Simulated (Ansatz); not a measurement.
Structures of TaSi₂: which is lowest?

Plane-wave DFT in Ansatz with scalar-relativistic PAW potentials, cutoff 420 eV, Γ-centred meshes chosen by cell and gap, Gaussian smearing with energies taken to zero width. Every cell was relaxed (cell and atoms) in a run of its own, within the symmetry of its start. Functional: PBEsol.

Relaxed structures (starts from databases or built by putting these elements on another compound's sites):
A. P6_222, 9 atoms in the computed cell, a = 4.761 Å, c = 6.556 Å; sites (symmetry × multiplicity) Ta 222 × 3, Si ..2 × 6; start: database
B. I4/mmm, 3 atoms in the computed cell, a = 3.254 Å, c = 8.156 Å; sites (symmetry × multiplicity) Si 4mm × 4, Ta 4/mmm × 2; start: built

Question: Rank them by energy. Could pressure change the order?

Answer:
| structure | group | E − E(lowest) (meV/atom) | V (Å³/atom) | gap on mesh (eV) |
| --- | --- | --- | --- | --- |
| A | P6_222 | 0.0 | 14.30 | 0.00 |
| B | I4/mmm | 72 | 14.39 | 0.00 |

A is lowest, 72 meV/atom under B. The lowest is also the densest of these, so pressure wouldn't bring one of the others in at first order. Other structures may lie lower than all of these, and vibrations aren't counted.

Spin-orbit coupling is left out, which matters for the bands of heavy elements.